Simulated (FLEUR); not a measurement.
Runs of FLEUR MaX-R8.1 (later development tree) on SnO. The structure is tetragonal, space group P4/nmm (No. 129). Conventional cell: a = 3.814 Å, b = 3.814 Å, c = 4.887 Å, α = 90.00°, β = 90.00°, γ = 90.00°. Sn (site symmetry 4mm) has 4 O at 2.23 Å as nearest neighbours. O (site symmetry -4m2) has 4 Sn at 2.23 Å as nearest neighbours. The cell is a database's computed one.

```tsv
level	max iterations	mixer history	density convergence	gap on the mesh (eV)
PBEsol	60	15	1e-05 me/bohr^3	0.35
LDA	60	15	1e-05 me/bohr^3	(a)
AM05	60	15	1e-05 me/bohr^3	(b)
r2SCAN	80	30	0.0001 me/bohr^3	0.50
RPBE	60	15	1e-05 me/bohr^3	0.31
```

Alike in all rows: task band structure; potentials or basis all-electron, FLAPW; no spin polarisation; cell as given; k mesh 7 × 7 × 6; smearing fermi-dirac 0.05 eV; kmax 4.44 1/bohr.

Q: Fill in the values left out.

A: (a) 0.46; (b) 0.40.

Caveats: spin-orbit coupling is left out, which moves the levels of the heavy elements; the mesh misses the band edges, which the band path finds closer together; the meta-GGA is that of a development version, with a GGA for the radial functions and cores and without core tails (some runs).

A k mesh can miss the band edges, and the runs leave out spin-orbit coupling on Sn.

Runs at the PBE level aren't shown here.
